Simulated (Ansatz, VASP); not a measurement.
**InAs: VASP beside Ansatz**

The input INCAR:

```
SYSTEM = InAs
PREC     = Accurate       ! precision mode
ENCUT    = 520            ! plane-wave cutoff, eV
EDIFF    = 1E-6           ! SCF threshold, eV
ISMEAR   = 0              ! smearing method
SIGMA    = 0.028999999999999998 ! smearing width, eV
LREAL    = .False.        ! projectors in reciprocal space
LASPH    = .True.         ! aspherical terms in the spheres
NELM     = 100            ! most SCF steps
ALGO     = Normal         ! electronic algorithm
ISIF     = 2              ! what is computed and relaxed
LWAVE    = .False.        ! write WAVECAR
LCHARG   = .False.        ! write CHGCAR
GGA      = PE             ! functional
NBANDS   = 16             ! bands
```

Contents of KPOINTS:

```
Automatic mesh
0
Gamma
  8 8 8
  0 0 0
```

The input POSCAR:

```
InAs
1.0
    0.0000000000      3.0180000000      3.0180000000
    3.0180000000      0.0000000000      3.0180000000
    3.0180000000      3.0180000000      0.0000000000
In As
1 1
Direct
    0.0000000000      0.0000000000      0.0000000000
    0.7500000000      0.7500000000      0.7500000000
```

input.yaml

```yaml
crystal:
  lattice:
    - [0.0, 3.018, 3.018]
    - [3.018, 0.0, 3.018]
    - [3.018, 3.018, 0.0]
  atoms:
    - { symbol: In, position: [0.0, 0.0, 0.0] }
    - { symbol: As, position: [0.75, 0.75, 0.75] }
kpoints:
  mp_grid: { grid: [8, 8, 8] }
scf:
  occupations: { method: gaussian, width: 0.029 }
hamiltonian:
  xc: pbe
  pseudopotentials: { kind: all_electron, lapw: { basis_error: 0.001 } }
output:
  forces: true
  stress: true
  eigenvalues: true
```

Alike in both runs: task single point; functional PBE; k mesh 8 × 8 × 8; occupations gaussian, width 0.029 eV; no spin polarisation.

|  | VASP | Ansatz |
| --- | --- | --- |
| version | VASP 6.6.1 | Ansatz 0.2.0 |
| potentials or method | VASP PAW PBE potentials, release 64 (In_d, As) | all-electron LAPW, scalar-relativistic |
| plane-wave cutoff (eV) | 520 | see its input |

Ansatz gave:

- gap on the k mesh at the Fermi level (eV): none
- pressure (GPa): 4.3

**Question.** Which values does VASP return?

**Answer.** gap on the k mesh at the Fermi level (eV): none; pressure (GPa): 4.4.

A gap of «none» marks a metal or a gap that the smearing closes. Ansatz ran all-electron here, so the differences hold the error of VASP's frozen core and of both bases.

Caveats: this crystal is a semiconductor, whose small gap the functional closes, so the metal is an error of the method.
